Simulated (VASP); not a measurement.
# Mo (Im-3m) in VASP: density of states with PBE

Aim: the density of states of Mo with PBE.

All numbers are computed with VASP 6.6.1; they aren't measurements. Logs are shortened: lines on timing, memory, paths and dates and some standing lists are left out, and cuts for length are marked.

### 1 The structure

The structure is cubic, space group Im-3m (No. 229). The conventional cell has a = 3.165 Å, b = 3.165 Å, c = 3.165 Å, α = 90.00°, β = 90.00°, γ = 90.00°. Around Mo (site symmetry m-3m) lie 8 Mo at 2.74 Å.

### 2 Density of states, PBE

File POSCAR:

```
Mo                                      
1.0
   -1.5824170196      1.5824170196      1.5824170196
    1.5824170196     -1.5824170196      1.5824170196
    1.5824170196      1.5824170196     -1.5824170196
  Mo            
     1
Direct
     0.0000000000000000    0.0000000000000000    0.0000000000000000
```

File INCAR.step1:

```
SYSTEM = Mo
PREC = Accurate
ENCUT = 520
EDIFF = 1E-7
ISMEAR = 0
SIGMA = 0.1
LREAL = .False.
LASPH = .True.
NELM = 80
ALGO = Normal
ISIF = 2
LWAVE = .False.
LCHARG = .True.
LMAXMIX = 4
GGA = PE
```

File KPOINTS.step1:

```
Automatic mesh
0
Gamma
  4 4 4
  0 0 0
```

File INCAR.step2:

```
SYSTEM = Mo
PREC = Accurate
ENCUT = 520
EDIFF = 1E-7
ISMEAR = -5
SIGMA = 0.1
LREAL = .False.
LASPH = .True.
NELM = 80
ALGO = Normal
ISIF = 2
LWAVE = .False.
LCHARG = .False.
LMAXMIX = 4
GGA = PE
LORBIT = 11
NEDOS = 1001
ICHARG = 11
```

File KPOINTS.step2:

```
Automatic mesh
0
Gamma
  6 6 6
  0 0 0
```

Potentials or basis: VASP PAW PBE potentials, release 64 (Mo_sv).

On the command line:

```
cat potpaw_PBE.64/Mo_sv/POTCAR > POTCAR
cp INCAR.step1 INCAR
cp KPOINTS.step1 KPOINTS
mpirun -np 1 vasp_std > vasp.out
cp INCAR.step2 INCAR
cp KPOINTS.step2 KPOINTS
mpirun -np 1 vasp_std > vasp.out
```

OUTCAR:

```text
SYSTEM = Mo
   PREC = Accurate
   ENCUT = 520
   EDIFF = 1E-7
   ISMEAR = -5
   LREAL = .False.
   LASPH = .True.
   NELM = 80
   ISIF = 2
   GGA = PE
   LORBIT = 11
   ICHARG = 11

 ion  position               nearest neighbor table
   1  0.000  0.000  0.000-

  LATTYP: Found a body centered cubic cell.
 ALAT       =     3.1648340392

  Lattice vectors:

 A1 = (  -1.5824170196,   1.5824170196,   1.5824170196)
 A2 = (   1.5824170196,  -1.5824170196,   1.5824170196)
 A3 = (   1.5824170196,   1.5824170196,  -1.5824170196)

Analysis of symmetry for initial positions (statically):
=====================================================================
 Subroutine PRICEL returns:
 Original cell was already a primitive cell.

 Routine SETGRP: Setting up the symmetry group for a
 body centered cubic supercell.

 Subroutine GETGRP returns: Found 48 space group operations
 (whereof 48 operations were pure point group operations)
 out of a pool of 48 trial point group operations.

The static configuration has the point symmetry O_h .

Analysis of symmetry for dynamics (positions and initial velocities):
=====================================================================
 Subroutine PRICEL returns:
 Original cell was already a primitive cell.

 Routine SETGRP: Setting up the symmetry group for a
 body centered cubic supercell.

 Subroutine GETGRP returns: Found 48 space group operations
 (whereof 48 operations were pure point group operations)
 out of a pool of 48 trial point group operations.

The dynamic configuration has the point symmetry O_h .

 Subroutine INISYM returns: Found 48 space group operations
 (whereof 48 operations are pure point group operations),
 and found     1 'primitive' translations

----------------------------------------------------------------------------------------

                                     Primitive cell

  volume of cell :      15.8498

  direct lattice vectors                    reciprocal lattice vectors
    -1.582417020  1.582417020  1.582417020     0.000000000  0.315972335  0.315972335
     1.582417020 -1.582417020  1.582417020     0.315972335  0.000000000  0.315972335
     1.582417020  1.582417020 -1.582417020     0.315972335  0.315972335  0.000000000

  length of vectors
     2.740826677  2.740826677  2.740826677     0.446852361  0.446852361  0.446852361

  position of ions in fractional coordinates (direct lattice)
     0.000000000  0.000000000  0.000000000

  ion indices of the primitive-cell ions
   primitive index   ion index
                 1           1

----------------------------------------------------------------------------------------

 KPOINTS: Automatic mesh

Automatic generation of k-mesh.
 Grid dimensions read from file:
 generate k-points for:    6    6    6

 Generating k-lattice:

  Cartesian coordinates                     Fractional coordinates (reciprocal lattice)
     0.000000000  0.052662056  0.052662056     0.166666667  0.000000000  0.000000000
     0.052662056  0.000000000  0.052662056     0.000000000  0.166666667  0.000000000
     0.052662056  0.052662056  0.000000000     0.000000000  0.000000000  0.166666667

  Length of vectors
     0.074475393  0.074475393  0.074475393

  Shift w.r.t. Gamma in fractional coordinates (k-lattice)
     0.000000000  0.000000000  0.000000000

 TETIRR: Found    191 inequivalent tetrahedra from     1296

 Subroutine IBZKPT returns following result:
 ===========================================

 Found     16 irreducible k-points:

 Following reciprocal coordinates:
            Coordinates               Weight
  0.000000  0.000000  0.000000      1.000000
  0.166667  0.000000  0.000000     12.000000
  0.333333  0.000000  0.000000     12.000000
  0.500000  0.000000  0.000000      6.000000
  0.166667  0.166667  0.000000     24.000000
  0.333333  0.166667  0.000000     48.000000
[... 8 lines left out ...]
  0.500000  0.500000  0.333333     12.000000
  0.500000  0.500000  0.500000      1.000000
   k-points           NKPTS =     16   k-points in BZ     NKDIM =     16   number of bands    NBANDS=     11
   number of dos      NEDOS =   1001   number of ions     NIONS =      1
   total plane-waves  NPLWV =   8000
   dimension x,y,z NGX =    20 NGY =   20 NGZ =   20
   dimension x,y,z NGXF=    40 NGYF=   40 NGZF=   40
   ions per type =               1
   NGX,Y,Z   is equivalent  to a cutoff of  12.13, 12.13, 12.13 a.u.
   NGXF,Y,Z  is equivalent  to a cutoff of  24.26, 24.26, 24.26 a.u.
 SYSTEM =  Mo
   PREC   = accura    normal or accurate (medium, high low for compatibility)
   ISTART =      0    job   : 0-new  1-cont  2-samecut
   ICHARG =     11    charge: 1-file 2-atom 10-const
   ISPIN  =      1    spin polarized calculation?
   LNONCOLLINEAR =      F non collinear calculations
   LSORBIT =      F    spin-orbit coupling
   LASPH  =      T    aspherical Exc in radial PAW
   ENCUT  =  520.0 eV  38.22 Ry    6.18 a.u.   5.10  5.10  5.10*2*pi/ulx,y,z
   NELM   =     80;   NELMIN=  2; NELMDL=  0     # of ELM steps
   EDIFF  = 0.1E-06   stopping-criterion for ELM
   LREAL  =      F    real-space projection
   EDIFFG = 0.1E-05   stopping-criterion for IOM
   NSW    =      0    number of steps for IOM
   IBRION =     -1    ionic relax: 0-MD 1-quasi-New 2-CG
   NFREE  =      0    steps in history (QN), initial steepest desc. (CG)
   ISIF   =      2    stress and relaxation
   ISYM   =      2    0-nonsym 1-usesym 2-fastsym
   POTIM  = 0.5000    time-step for ionic-motion
   TEBEG  =    0.0;   TEEND  =   0.0 temperature during run
   PSTRESS=    0.0 pullay stress
   NELECT =      14.0000    total number of electrons
   NUPDOWN=      -1.0000    fix difference up-down
   EMIN   =  10.00;   EMAX   =-10.00  energy-range for DOS
   EFERMI =   0.00;   METHOD = LEGACY
   ISMEAR =    -5;   SIGMA  =   0.10  broadening in eV -4-tet -1-fermi 0-gaus
   EFERMI_NEDOS =   21; number of points for ismear=-14 and -15
   IALGO  =     38    algorithm
   IMIX   =      4    mixing-type and parameters
     AMIX     =   0.40;   BMIX     =  1.00
     AMIX_MAG =   1.60;   BMIX_MAG =  1.00
  volume/ion in A,a.u.               =      15.85       106.96
  Fermi-wavevector in a.u.,A,eV,Ry     =   1.570760  2.968306 33.569488  2.467288
  Thomas-Fermi vector in A             =   2.672445
   LORBIT       =     11    0 simple, 1 ext, 2 COOP (PROOUT), +10 PAW based schemes
   GGA     = PE    functional components
   LHFCALC =     F    Hartree Fock is set to
   AEXX    =    0.0000 exact exchange contribution
   IVDW    =     0    specifies the selected vdW correction
   LEPSILON=     F    determine dielectric tensor
   LRPA    =     F    only Hartree local field effects (RPA)
 non-spin polarized calculation
 Fermi weights with tetrahedron method with Bloechl corrections
  energy-cutoff  :      520.00
  volume of cell :       15.85
 maximum number of plane-waves:       438

 number of electron      14.0000005 magnetization

 Free energy of the ion-electron system (eV)
  ---------------------------------------------------
  ext. energy  EPLUGINS =         0.00000000
  ---------------------------------------------------
  free energy    TOTEN  =       -10.93035098 eV

  energy without entropy =      -10.93035098  energy(sigma->0) =      -10.93035098

 E-fermi :  12.4480     XC(G=0): -13.3042

 val. band max:       13.0916842144   @ k =  -0.3333   0.3333   0.3333
 cond. band min:      12.0966183547   @ k =  -0.1667   0.1667   0.1667
 fundamental gap:     -0.9950658597
 Fermi energy:        12.4480026210

 k-point     1 :       0.0000    0.0000    0.0000
  band No.  band energies     occupation
      1     -48.8532      2.00000
      2     -22.1541      2.00000
      3     -22.1541      2.00000
      4     -22.1541      2.00000
      5       5.1826      2.00000
      6      11.0674      2.00000
      7      11.0674      2.00000
      8      11.0674      2.13210
      9      14.0378     -0.02265
     10      14.0378      0.00000
     11      27.1768      0.00000

 k-point     2 :       0.1667    0.0000    0.0000
  band No.  band energies     occupation
      1     -48.7914      2.00000
      2     -22.5076      2.00000
      3     -22.2642      2.00000
      4     -22.1566      2.00000
      5       6.2763      2.00000
      6      10.4742      2.00000
      7      10.8850      2.00000
      8      12.1704      1.34618
      9      13.4781     -0.00075
     10      14.0826      0.00000
     11      27.6823      0.00000

 k-point     3 :       0.3333    0.0000    0.0000
  band No.  band energies     occupation
      1     -48.6659      2.00000
      2     -23.1782      2.00000
      3     -22.4786      2.00000
      4     -22.1620      2.00000
      5       7.4192      2.00000
      6       9.4863      2.00000
      7      11.6664      1.97120
      8      13.8364     -0.09127
      9      14.3874     -0.00338
     10      14.9850      0.00000
     11      25.8236      0.00000

 k-point     4 :       0.5000    0.0000    0.0000
  band No.  band energies     occupation
      1     -48.6021      2.00000
      2     -23.4980      2.00000
      3     -22.5830      2.00000
      4     -22.1649      2.00000
      5       7.1446      2.00000
      6       9.0614      2.00000
      7      13.9475      0.71882
      8      14.0619      0.00000
      9      14.6803      0.00000
     10      17.0619      0.00000
     11      23.8331      0.00000
[... 127 lines left out ...]
 k-point    14 :      -0.3333    0.3333    0.3333
  band No.  band energies     occupation
      1     -48.5197      2.00000
      2     -23.0394      2.00000
      3     -22.8439      2.00000
      4     -22.8439      2.00000
      5       8.3080      2.00000
      6       8.5648      2.00000
      7      13.0917      1.11781
      8      13.0917     -0.00775
      9      14.6330     -0.00077
     10      17.3656      0.00000
     11      27.1144      0.00000

 k-point    15 :       0.5000    0.5000    0.3333
  band No.  band energies     occupation
      1     -48.4702      2.00000
      2     -23.1885      2.00000
      3     -22.9608      2.00000
      4     -22.8616      2.00000
      5       7.6944      2.00000
      6       7.9910      2.00000
      7      13.4182      0.54249
      8      13.8818      0.00000
      9      16.4921      0.00000
     10      20.7851      0.00000
     11      22.3884      0.00000

 k-point    16 :       0.5000    0.5000    0.5000
  band No.  band energies     occupation
      1     -48.4255      2.00000
      2     -23.0816      2.00000
      3     -23.0816      2.00000
      4     -23.0816      2.00000
      5       7.0504      2.00000
      6       7.0504      2.00000
      7      16.3149     -0.15524
      8      16.3149      0.00000
      9      16.3149      0.00000
     10      21.3366      0.00000
     11      21.3366      0.00000

------------------------ aborting loop because EDIFF is reached ----------------------------------------

  FORCE on cell =-STRESS in cart. coord.  units (eV):
  Direction    XX          YY          ZZ          XY          YZ          ZX
  --------------------------------------------------------------------------------------
  -------------------------------------------------------------------------------------
  Total       -0.7590575     -0.7590575     -0.7590575     -0.0000000     -0.0000000      0.0000000
  in kB      -76.7295122    -76.7295122    -76.7295122     -0.0000000     -0.0000000      0.0000000
  external PRESSURE =     -76.7295122 kB  Pullay stress =       0.0000000 kB

 VOLUME and BASIS-vectors are now :
 -----------------------------------------------------------------------------
  energy-cutoff  :      520.00
  volume of cell :       15.85
      direct lattice vectors                 reciprocal lattice vectors
    -1.582417020  1.582417020  1.582417020     0.000000000  0.315972335  0.315972335
     1.582417020 -1.582417020  1.582417020     0.315972335  0.000000000  0.315972335
     1.582417020  1.582417020 -1.582417020     0.315972335  0.315972335  0.000000000

 POSITION                                       TOTAL-FORCE (eV/Angst)
 -----------------------------------------------------------------------------------
      0.00000      0.00000      0.00000         0.000000     -0.000000     -0.000000
 -----------------------------------------------------------------------------------
    total drift:                               -0.000000     -0.000000      0.000000

  FREE ENERGIE OF THE ION-ELECTRON SYSTEM (eV)
  ---------------------------------------------------
  free  energy   TOTEN  =       -10.9303509835 eV

  energy  without entropy=      -10.9303509835  energy(sigma->0) =      -10.93035098

 total charge

# of ion       s       p       d       tot
------------------------------------------
    1        2.379   6.214   3.852  12.445
```

It took 3.2 s on 1 thread of AMD EPYC 9R45 (Zen 5), shared host; peak memory 0.09 GiB.

Results:

* Valence electrons inside the program's atomic spheres: Mo 12.45

States per cell in windows of 1 eV (zero at the Fermi level; states under -8 eV left out):
| from (eV) | total | Mo1_d | Mo1_p | Mo1_s |
| --- | --- | --- | --- | --- |
| -8.0 | 0.00 | 0.00 | 0.00 | 0.00 |
| -7.0 | 0.04 | 0.00 | 0.00 | 0.02 |
| -6.0 | 0.17 | 0.03 | 0.01 | 0.06 |
| -5.0 | 1.51 | 0.83 | 0.05 | 0.20 |
| -4.0 | 1.25 | 0.89 | 0.05 | 0.04 |
| -3.0 | 1.15 | 0.85 | 0.05 | 0.02 |
| -2.0 | 1.54 | 1.00 | 0.12 | 0.04 |
| -1.0 | 0.44 | 0.29 | 0.04 | 0.01 |
| 0.0 | 0.88 | 0.73 | 0.02 | 0.01 |
| 1.0 | 1.47 | 1.29 | 0.02 | 0.01 |
| 2.0 | 1.68 | 1.51 | 0.03 | 0.03 |
| 3.0 | 0.52 | 0.44 | 0.02 | 0.02 |
| 4.0 | 0.32 | 0.23 | 0.03 | 0.02 |
| 5.0 | 0.39 | 0.24 | 0.05 | 0.02 |
| 6.0 | 0.31 | 0.15 | 0.05 | 0.03 |
| 7.0 | 0.26 | 0.11 | 0.05 | 0.03 |

Caveat: the k mesh is coarse (spacing up to 0.70 Å⁻¹), so the values aren't converged; tetrahedron occupations give inexact forces and stress in metals.
